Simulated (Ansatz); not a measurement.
Crystal: Fe2Ge.

```xyz
3
Lattice="4.1636 0.0000 0.0000 -2.0818 3.6058 0.0000 0.0000 0.0000 2.6265" Properties=species:S:1:pos:R:3 pbc="T T T"
Ge    0.0000    0.0000    0.0000
Fe    0.0000    2.4039    1.3132
Fe    2.0818    1.2019    1.3132
```

The cell comes from a database or a generator and needn't be the stable form of this composition.

Base run:

```yaml
Program: Ansatz 0.2.0
Functional: PBEsol
Potentials_or_basis: all-electron LAPW, scalar-relativistic
Cutoff: 307 eV
Density_cutoff: 1226 eV
Basis_error_allowed: 0.002 eV/atom
k_mesh: 7 × 7 × 10
Occupations: fermi-dirac, width 0.05 eV
Spin: collinear spin, ferromagnetic start
Starting_moments: "[0.0, 3.0, 3.0] μB"
```

Its results: pressure -7.0 GPa; net moment 5.05 μB per cell; site moments Ge +0.01; Fe +2.50 μB.

Question: After a change of settings the same cell gave: pressure -13.9 GPa; net moment 4.80 μB per cell; site moments Ge +0.01; Fe +2.36 μB. Which change was it?
A. basis error allowed from 0.002 eV/atom to 0.001 eV/atom
B. functional from PBEsol to LDA
C. k mesh from 7 × 7 × 10 to 5 × 5 × 8

Answer: B.

LDA binds more tightly than PBEsol, so the same cell stands under less pressure.

Not every run made on this cell is shown here.
